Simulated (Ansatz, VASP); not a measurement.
# Pt: VASP beside Ansatz

```
Pt
1.0
     0.00000    1.98364    1.98364
     1.98364    0.00000    1.98364
     1.98364    1.98364    0.00000
Pt
1
Direct
  0.00000 0.00000 0.00000
```

Alike in both runs: task relaxation of cell and atoms; functional PBE; k mesh 18 × 18 × 18; occupations gaussian, width 0.1 eV; no spin polarisation.

```csv
,VASP,Ansatz
version,VASP 6.6.1,Ansatz 0.2.0
potentials or method,"VASP PAW PBE potentials, release 64 (Pt)","scalar-relativistic, plane waves, PAW"
plane-wave cutoff (eV),600,420
valence electrons in the cell,10,18
```

```tsv
	VASP	Ansatz	Ansatz less VASP
gap on the k mesh at the Fermi level, each at its own relaxed structure (eV)	none	none	-
relaxed volume (Å³/atom)	15.62	15.64	+0.027
relaxed cell length with the largest relative difference (Å)	2.806	2.807	+0.0016
```

A gap of «none» marks a metal or a gap that the smearing closes. The two sets of potentials don't hold the same shells in valence.

Spin-orbit coupling is left out, which matters for the levels of Pt.
